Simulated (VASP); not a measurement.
# Nb (Im-3m) in VASP: notebook

The runs below take Nb through equation of state, with PBE, PBEsol.

Program: VASP 6.6.1. These are calculated values, not measurements. Logs are shortened: lines on timing, memory, paths and dates and some standing lists are left out, and cuts for length are marked.

**Experimental background.**

“Pressure effects on the electronic structure and superconductivity of (TaNb)0.67(HfZrTi)0.33 high entropy alloy”, 2019, arxiv:1910.08312 quotes, for a bulk crystal of Nb: bulk modulus 169 GPa.

The runs below are set against these values where they give the same quantity.

## Step 1: The crystal as given

The structure is cubic, space group Im-3m (No. 229). The conventional cell has a = 3.328 Å, b = 3.328 Å, c = 3.328 Å, α = 90.00°, β = 90.00°, γ = 90.00°. Nb (site symmetry m-3m) is surrounded by 8 Nb at 2.88 Å.

## Step 2: Equation of state, PBE, 17.32 Å³/atom (volume scaled by 0.94)

Contents of INCAR:

```
ALGO = Normal
EDIFF = 1E-7
ENCUT = 520
GGA = PE
ISIF = 2
ISMEAR = -1
LASPH = True
LCHARG = False
LREAL = False
LWAVE = False
NBANDS = 12
NELM = 60
PREC = Accurate
SIGMA = 0.05
```

Contents of KPOINTS:

```
k-points
0
Gamma
  11 11 11
```

Contents of POSCAR:

```
Nb
1.0
   -1.6299823056      1.6299823056      1.6299823056
    1.6299823056     -1.6299823056      1.6299823056
    1.6299823056      1.6299823056     -1.6299823056
Nb
1
Direct
    0.0000000000      0.0000000000      0.0000000000
```

Potentials or basis: VASP PAW PBE potentials, release 64 (Nb_sv).

Started as:

```
$ cat potpaw_PBE.64/Nb_sv/POTCAR > POTCAR
$ mpirun -np 1 vasp_std > vasp.out
```

OUTCAR:

```text
EDIFF = 1E-7
   ENCUT = 520
   GGA = PE
   ISIF = 2
   ISMEAR = -1
   LASPH = True
   LREAL = False
   NELM = 60
   PREC = Accurate

 ion  position               nearest neighbor table
   1  0.000  0.000  0.000-

  LATTYP: Found a body centered cubic cell.
 ALAT       =     3.2599646112

  Lattice vectors:

 A1 = (  -1.6299823056,   1.6299823056,   1.6299823056)
 A2 = (   1.6299823056,  -1.6299823056,   1.6299823056)
 A3 = (   1.6299823056,   1.6299823056,  -1.6299823056)

Analysis of symmetry for initial positions (statically):
=====================================================================
 Subroutine PRICEL returns:
 Original cell was already a primitive cell.

 Routine SETGRP: Setting up the symmetry group for a
 body centered cubic supercell.

 Subroutine GETGRP returns: Found 48 space group operations
 (whereof 48 operations were pure point group operations)
 out of a pool of 48 trial point group operations.

The static configuration has the point symmetry O_h .

Analysis of symmetry for dynamics (positions and initial velocities):
=====================================================================
 Subroutine PRICEL returns:
 Original cell was already a primitive cell.

 Routine SETGRP: Setting up the symmetry group for a
 body centered cubic supercell.

 Subroutine GETGRP returns: Found 48 space group operations
 (whereof 48 operations were pure point group operations)
 out of a pool of 48 trial point group operations.

The dynamic configuration has the point symmetry O_h .

 Subroutine INISYM returns: Found 48 space group operations
 (whereof 48 operations are pure point group operations),
 and found     1 'primitive' translations

----------------------------------------------------------------------------------------

                                     Primitive cell

  volume of cell :      17.3224

  direct lattice vectors                    reciprocal lattice vectors
    -1.629982306  1.629982306  1.629982306     0.000000000  0.306751796  0.306751796
     1.629982306 -1.629982306  1.629982306     0.306751796  0.000000000  0.306751796
     1.629982306  1.629982306 -1.629982306     0.306751796  0.306751796  0.000000000

  length of vectors
     2.823212169  2.823212169  2.823212169     0.433812550  0.433812550  0.433812550

  position of ions in fractional coordinates (direct lattice)
     0.000000000  0.000000000  0.000000000

  ion indices of the primitive-cell ions
   primitive index   ion index
                 1           1

----------------------------------------------------------------------------------------

 KPOINTS: k-points

Automatic generation of k-mesh.
 Grid dimensions read from file:
 generate k-points for:   11   11   11

 Generating k-lattice:

  Cartesian coordinates                     Fractional coordinates (reciprocal lattice)
     0.000000000  0.027886527  0.027886527     0.090909091  0.000000000  0.000000000
     0.027886527  0.000000000  0.027886527     0.000000000  0.090909091  0.000000000
     0.027886527  0.027886527  0.000000000     0.000000000  0.000000000  0.090909091

  Length of vectors
     0.039437505  0.039437505  0.039437505

  Shift w.r.t. Gamma in fractional coordinates (k-lattice)
     0.000000000  0.000000000  0.000000000

 Subroutine IBZKPT returns following result:
 ===========================================

 Found     56 irreducible k-points:

 Following reciprocal coordinates:
            Coordinates               Weight
  0.000000  0.000000  0.000000      1.000000
  0.090909  0.000000  0.000000     12.000000
  0.181818  0.000000  0.000000     12.000000
  0.272727  0.000000  0.000000     12.000000
  0.363636  0.000000  0.000000     12.000000
  0.454545  0.000000  0.000000     12.000000
[... 42 lines left out ...]
 -0.363636  0.363636  0.272727     24.000000
 -0.454545  0.454545  0.272727     24.000000
 [... further k-points ...]
   k-points           NKPTS =     56   k-points in BZ     NKDIM =     56   number of bands    NBANDS=     12
   number of dos      NEDOS =    301   number of ions     NIONS =      1
   total plane-waves  NPLWV =  13824
   dimension x,y,z NGX =    24 NGY =   24 NGZ =   24
   dimension x,y,z NGXF=    48 NGYF=   48 NGZF=   48
   ions per type =               1
   NGX,Y,Z   is equivalent  to a cutoff of  14.13, 14.13, 14.13 a.u.
   NGXF,Y,Z  is equivalent  to a cutoff of  28.26, 28.26, 28.26 a.u.
 SYSTEM =  unknown system
   PREC   = accura    normal or accurate (medium, high low for compatibility)
   ISTART =      0    job   : 0-new  1-cont  2-samecut
   ICHARG =      2    charge: 1-file 2-atom 10-const
   ISPIN  =      1    spin polarized calculation?
   LNONCOLLINEAR =      F non collinear calculations
   LSORBIT =      F    spin-orbit coupling
   LASPH  =      T    aspherical Exc in radial PAW
   ENCUT  =  520.0 eV  38.22 Ry    6.18 a.u.   5.25  5.25  5.25*2*pi/ulx,y,z
   NELM   =     60;   NELMIN=  2; NELMDL= -5     # of ELM steps
   EDIFF  = 0.1E-06   stopping-criterion for ELM
   LREAL  =      F    real-space projection
   EDIFFG = 0.1E-05   stopping-criterion for IOM
   NSW    =      0    number of steps for IOM
   IBRION =     -1    ionic relax: 0-MD 1-quasi-New 2-CG
   NFREE  =      0    steps in history (QN), initial steepest desc. (CG)
   ISIF   =      2    stress and relaxation
   ISYM   =      2    0-nonsym 1-usesym 2-fastsym
   POTIM  = 0.5000    time-step for ionic-motion
   TEBEG  =    0.0;   TEEND  =   0.0 temperature during run
   PSTRESS=    0.0 pullay stress
   NELECT =      13.0000    total number of electrons
   NUPDOWN=      -1.0000    fix difference up-down
   EMIN   =  10.00;   EMAX   =-10.00  energy-range for DOS
   EFERMI =   0.00;   METHOD = LEGACY
   ISMEAR =    -1;   SIGMA  =   0.05  broadening in eV -4-tet -1-fermi 0-gaus
   EFERMI_NEDOS =   21; number of points for ismear=-14 and -15
   IALGO  =     38    algorithm
   IMIX   =      4    mixing-type and parameters
     AMIX     =   0.40;   BMIX     =  1.00
     AMIX_MAG =   1.60;   BMIX_MAG =  1.00
  volume/ion in A,a.u.               =      17.32       116.90
  Fermi-wavevector in a.u.,A,eV,Ry     =   1.487715  2.811374 30.113717  2.213296
  Thomas-Fermi vector in A             =   2.600841
   LORBIT       =      0    0 simple, 1 ext, 2 COOP (PROOUT), +10 PAW based schemes
   GGA     = PE    functional components
[... 5 lines left out ...]
 non-spin polarized calculation
  energy-cutoff  :      520.00
  volume of cell :       17.32
 maximum number of plane-waves:       478
 NGX is ok and might be reduce to    24
   NGX = 11   NGY = 11   NGZ = 11

 number of electron      13.0000001 magnetization

 Free energy of the ion-electron system (eV)
  ---------------------------------------------------
  ext. energy  EPLUGINS =         0.00000000
  ---------------------------------------------------
  free energy    TOTEN  =       -10.19176421 eV

  energy without entropy =      -10.17608835  energy(sigma->0) =      -10.18392628

 E-fermi :  11.6909     XC(G=0): -12.7041

 val. band max:       11.6841110388   @ k =   0.2727   0.0000   0.0000
 cond. band min:      11.6967839145   @ k =   0.0909   0.0909   0.0000
 fundamental gap:      0.0126728757
 Fermi energy:        11.6908907694

 k-point     1 :       0.0000    0.0000    0.0000
  band No.  band energies     occupation
      1     -42.5957      2.00000
      2     -17.8028      2.00000
      3     -17.8028      2.00000
      4     -17.8028      2.00000
      5       5.7174      2.00000
      6      12.0831      0.00078
      7      12.0831      0.00078
      8      12.0831      0.00078
      9      15.1240      0.00000
     10      15.1240      0.00000
     11      26.0580      0.00000
     12      26.0580      0.00000

 k-point     2 :       0.0909    0.0000    0.0000
  band No.  band energies     occupation
      1     -42.5734      2.00000
      2     -17.9343      2.00000
      3     -17.8424      2.00000
      4     -17.8040      2.00000
      5       6.0699      2.00000
      6      11.8655      0.05907
      7      12.0219      0.00266
      8      12.4253      0.00000
      9      14.8114      0.00000
     10      15.1253      0.00000
     11      26.3425      0.00000
     12      26.6696      0.00000

 k-point     3 :       0.1818    0.0000    0.0000
  band No.  band energies     occupation
      1     -42.5134      2.00000
      2     -18.2772      2.00000
      3     -17.9472      2.00000
      4     -17.8074      2.00000
      5       6.9774      2.00000
      6      11.3372      1.99831
      7      11.7514      0.45937
      8      13.4167      0.00000
      9      14.4844      0.00000
     10      15.1721      0.00000
     11      26.7257      0.00000
     12      28.2484      0.00000
[... 526 lines left out ...]
 k-point    39 :      -0.1818    0.1818    0.1818
  band No.  band energies     occupation
      1     -42.4381      2.00000
      2     -18.3682      2.00000
      3     -18.0997      2.00000
      4     -18.0997      2.00000
      5       8.0862      2.00000
      6      12.0446      0.00169
      7      12.1791      0.00011
      8      12.1791      0.00011
      9      13.3187      0.00000
     10      16.2662      0.00000
     11      27.8733      0.00000
     12      28.9892      0.00000

 k-point    40 :       0.2727    0.2727    0.1818
  band No.  band energies     occupation
      1     -42.2861      2.00000
      2     -18.6857      2.00000
      3     -18.6857      2.00000
      4     -18.3662      2.00000
      5      10.1056      2.00000
      6      10.8320      2.00000
      7      10.8320      2.00000
      8      16.0015      0.00000
      9      16.0015      0.00000
     10      21.6978      0.00000
     11      23.6395      0.00000
     12      23.6395      0.00000

 [... further k-points ...]

------------------------ aborting loop because EDIFF is reached ----------------------------------------

  FORCE on cell =-STRESS in cart. coord.  units (eV):
  Direction    XX          YY          ZZ          XY          YZ          ZX
  --------------------------------------------------------------------------------------
  -------------------------------------------------------------------------------------
  Total        0.9659944      0.9659944      0.9659944     -0.0000000      0.0000000     -0.0000000
  in kB       89.3462926     89.3462926     89.3462926     -0.0000000      0.0000000     -0.0000000
  external PRESSURE =      89.3462926 kB  Pullay stress =       0.0000000 kB

 VOLUME and BASIS-vectors are now :
 -----------------------------------------------------------------------------
  energy-cutoff  :      520.00
  volume of cell :       17.32
      direct lattice vectors                 reciprocal lattice vectors
    -1.629982306  1.629982306  1.629982306     0.000000000  0.306751796  0.306751796
     1.629982306 -1.629982306  1.629982306     0.306751796  0.000000000  0.306751796
     1.629982306  1.629982306 -1.629982306     0.306751796  0.306751796  0.000000000

 POSITION                                       TOTAL-FORCE (eV/Angst)
 -----------------------------------------------------------------------------------
      0.00000      0.00000      0.00000         0.000000      0.000000      0.000000
 -----------------------------------------------------------------------------------
    total drift:                                0.000000      0.000000      0.000000

  FREE ENERGIE OF THE ION-ELECTRON SYSTEM (eV)
  ---------------------------------------------------
  free  energy   TOTEN  =       -10.1917642051 eV

  energy  without entropy=      -10.1760883493  energy(sigma->0) =      -10.18392628
```

It took 9.7 s on 1 thread of Intel Xeon 6975P-C (Granite Rapids), shared host; peak memory 0.13 GiB.

What came out:

- Free energy: -10.1918 eV
- Pressure: 8.9 GPa
- Band gap on the k mesh: none (metal or under the smearing width)

(Continued in part 2 of 2.)
